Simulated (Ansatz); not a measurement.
This was printed by a script on the Python package of Ansatz (0.2.0), for a convergence test of the plane-wave cutoff of GaN, space group F-43m. What did the script look like? Use (first run): PBEsol, PAW, cutoff 250 eV, 8×8×8 k-points, fixed occupations. The script varies cutoff (eV): 250, 300, 350, 400, 450, 500.

```cif
data_structure
_symmetry_space_group_name_H-M 'P 1'
_symmetry_Int_Tables_number 1
_cell_length_a 3.1869
_cell_length_b 3.1869
_cell_length_c 3.1869
_cell_angle_alpha 60.000
_cell_angle_beta 60.000
_cell_angle_gamma 60.000
_cell_volume 22.89
loop_
_atom_site_label
_atom_site_type_symbol
_atom_site_fract_x
_atom_site_fract_y
_atom_site_fract_z
_atom_site_occupancy
Ga1 Ga 0.00000 0.00000 0.00000 1
N1 N 0.75000 0.75000 0.75000 1
```

`python ecut.py` gives:
```text
INFO:ansatz_job: cutoff (eV)   F/atom (eV)    iterations       P (GPa)   plane waves
INFO:ansatz_job:         250   -2060.26916             7        10.096           181
INFO:ansatz_job:         300   -2061.23294             7        -1.024           283
INFO:ansatz_job:         350   -2061.38339             6        -1.529           331
INFO:ansatz_job:         400   -2061.41315             6        -1.109           411
INFO:ansatz_job:         450   -2061.41952             6        -1.126           531
INFO:ansatz_job:         500   -2061.42045             6        -1.132           561
INFO:ansatz_job:250: +1151.29 meV/atom
INFO:ansatz_job:300: +187.51 meV/atom
INFO:ansatz_job:350: +37.06 meV/atom
INFO:ansatz_job:400: +7.30 meV/atom
INFO:ansatz_job:450: +0.93 meV/atom  (within 1 meV)
```

One script that gives this output:

`ecut.py`
```python
from dataclasses import dataclass
import logging
import sys
import warnings

import ansatz as az

logging.basicConfig(stream=sys.stdout, format="%(levelname)s:%(name)s:%(message)s")
logger = logging.getLogger("ansatz_job")
logger.setLevel(logging.INFO)


@dataclass
class Settings:
    functional: str = "pbesol"
    filling: str = "fixed"


cfg = Settings()

warnings.simplefilter("ignore", az.DeckWarning)

xtal = (
    az.Lattice.of((0.0, 2.253501, 2.253501), (2.253501, 0.0, 2.253501), (2.253501, 2.253501, 0.0))
    .atom("Ga", (0.0, 0.0, 0.0))
    .atom("N", (0.75, 0.75, 0.75))
)

calculation = (
    xtal.calculation()
    .functional(cfg.functional)
    .kpoints(8)
    .occupations(cfg.filling)
    .stress()
)

rows = []
for value in [250, 300, 350, 400, 450, 500]:
    rep = calculation.basis(value).run(threads=1).report
    rows.append((value, rep["free_energy_ev"] / len(rep["lattice"]["sites"]), rep["n_iterations"], sum(rep["stress_gpa"][i][i] for i in range(3)) / 3, rep["n_pw"]))

logger.info(" cutoff (eV)   F/atom (eV)    iterations       P (GPa)   plane waves")
for row in rows:
    logger.info(f"{str(row[0]):>12s}  {row[1]:12.5f}  {row[2]:12d}  {row[3]:12.3f}  {row[4]:12d}")

for row in rows[:-1]:
    shift = 1000 * (row[1] - rows[-1][1])
    logger.info(f"{row[0]}: {shift:+.2f} meV/atom" + ("  (within 1 meV)" if abs(shift) < 1 else ""))
```

From 450 eV on it stays within 1 meV an atom of the value at 500 eV; the first row (250 eV) is off by 1151.3 meV and the last but one by 0.93 meV. The energy falls steadily, as expected when plane waves are added. The pressure moves from 10.10 to -1.13 GPa (the program's stress holds a Pulay correction, so it settles early).

Notes:
- Pressure is positive in compression.
- This cell is a computed structure, which may not be the phase found in nature.
- Shifts are counted from the last row, which is itself no proven limit.
- The script silences the warnings on its input, which a real study should read.
- Run time: 6.2 s on 1 thread of Arm Neoverse V1, with other jobs on the host, peak memory 0.33 GiB.
